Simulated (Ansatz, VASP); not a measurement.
## W: VASP beside Ansatz

```xyz
1
Lattice="2.7677 0.0000 0.0000 -1.3838 2.3969 0.0000 0.0000 0.0000 2.5888" Properties=species:S:1:pos:R:3 pbc="T T T"
W     0.0000    0.0000    0.0000
```

Alike in both runs: functional r2SCAN; k mesh 24 × 24 × 22; occupations gaussian, width 0.1 eV; no spin polarisation.

Ansatz relaxed the structure, and its values are those at the end. VASP's run is a single point on that final structure, the one shown.

|  | VASP | Ansatz |
| --- | --- | --- |
| version | VASP 6.6.1 | Ansatz 0.2.0 |
| potentials or method | VASP PAW PBE potentials, release 64 (W_sv) | scalar-relativistic, plane waves, PAW |
| plane-wave cutoff (eV) | 520 | 500 |
| valence electrons in the cell | 14 | 14 |

|  | VASP | Ansatz | Ansatz less VASP |
| --- | --- | --- | --- |
| gap on the k mesh at the Fermi level (eV) | none | none | - |
| pressure (GPa) | 1.3 | 0.0 | -1.25 |

A gap of «none» marks a metal or a gap that the smearing closes. The functional is the same, so the differences come from potentials, cutoffs and numerics.

Caveats: the PAW data sets were made with another functional, which shifts forces and pressure a little (VASP). Spin-orbit coupling is left out, which matters for the levels of W.
